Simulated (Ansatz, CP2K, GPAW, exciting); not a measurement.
CdSe: programs and potentials compared

```
Cd Se
1.0
     4.34202    0.00000    0.00000
     2.17101    3.76030    0.00000
     2.17101    1.25343    3.54524
Cd Se
1 1
Direct
  0.00000 0.00000 0.00000
  0.25000 0.25000 0.25000
```

The cell is a database's computed one, not the measured one.

Alike in all runs: task single point; functional PBE; k mesh 8 × 8 × 8; occupations gaussian, width 0.1 eV; no spin polarisation; no spin-orbit coupling. Pressure is positive in compression and, in plane waves, holds the error of the finite cutoff.

```json
{"program and potentials": "exciting, all-electron LAPW+lo, shipped species files, valence relativity iora*", "plane-wave cutoff (eV)": "-", "notes": "-", "band gap (eV)": "0.55", "pressure (GPa)": "-"}
{"program and potentials": "GPAW, GPAW PAW data sets (gpaw-data 1.2.1)", "plane-wave cutoff (eV)": "600", "notes": "-", "band gap (eV)": "0.54", "pressure (GPa)": "1.07"}
{"program and potentials": "CP2K, POTENTIAL_UZH Cd GTH-PBE-q12, Se GTH-PBE-q6; TZVP-MOLOPT-PBE-GTH basis", "plane-wave cutoff (eV)": "-", "notes": "atomic basis", "band gap (eV)": "0.55", "pressure (GPa)": "1.78"}
{"program and potentials": "Ansatz, all-electron LAPW, scalar-relativistic", "plane-wave cutoff (eV)": "-", "notes": "-", "band gap (eV)": "0.55", "pressure (GPa)": "1.30"}
```

The band gap spans 0.54 (GPAW, GPAW PAW data sets (gpaw-data 1.2.1)) to 0.55 eV (exciting, all-electron LAPW+lo, shipped species files, valence relativity iora*), with all-electron results at 0.55. The pressure spans 1.07 (GPAW, GPAW PAW data sets (gpaw-data 1.2.1)) to 1.78 GPa (CP2K, POTENTIAL_UZH Cd GTH-PBE-q12, Se GTH-PBE-q6; TZVP-MOLOPT-PBE-GTH basis), with all-electron results at 1.30. Spin-orbit coupling, left out here, moves the band edges of heavy atoms. Rows in atomic bases carry the error of their basis and grid, which can be large.

Differences between rows come from potentials, basis sets and numerical settings, since the functional is the same but for its coding. Runs on potential files found faulty are left out.
